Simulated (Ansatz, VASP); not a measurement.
# Two plane-wave programs on TiO2

```
CELL_PARAMETERS angstrom
4.59984 0.00000 0.00000
0.00000 4.59984 0.00000
0.00000 0.00000 2.95921
ATOMIC_POSITIONS crystal
Ti 0.00000 0.00000 0.50000
Ti 0.50000 0.50000 0.00000
O 0.30432 0.30432 0.50000
O 0.19568 0.80432 0.00000
O 0.80432 0.19568 0.00000
O 0.69568 0.69568 0.50000
```

The cell is a database's computed one.

Alike in both runs: task band structure; functional PBE; k mesh 6 × 6 × 9; occupations fermi-dirac, width 0.05 eV; no spin polarisation.

```csv
,VASP,Ansatz
version,VASP 6.6.1,Ansatz 0.2.0
potentials or method,"VASP PAW PBE potentials, release 64 (Ti, O)",Ansatz PAW
plane-wave cutoff (eV),500,420
valence electrons in the cell,32,48
```

Ansatz gave:

| Item | Value |
| --- | --- |
| gap on the k mesh at the Fermi level (eV) | 1.87 |
| least direct gap on the mesh (eV) | 1.87 |
| gap along the band path (eV) | 1.87 |
| pressure (GPa) | 4.2 |
| largest component of the traceless stress (GPa) | 0.55 |
| rms of the force components (eV/Å) | 0.002 |

Question: Estimate VASP's values.

Answer: gap on the k mesh at the Fermi level (eV): 1.70; least direct gap on the mesh (eV): 1.70; gap along the band path (eV): 1.70; pressure (GPa): 7.0; largest component of the traceless stress (GPa): 0.44; rms of the force components (eV/Å): 0.048.

Atom by atom the forces differ by 0.049 eV/Å (rms over components). The functional is the same, so the differences come from potentials, cutoffs and numerics. The two sets of potentials don't hold the same shells in valence.

Caveats: the pressure holds a Pulay correction of +0.7 GPa for the finite cutoff (Ansatz).
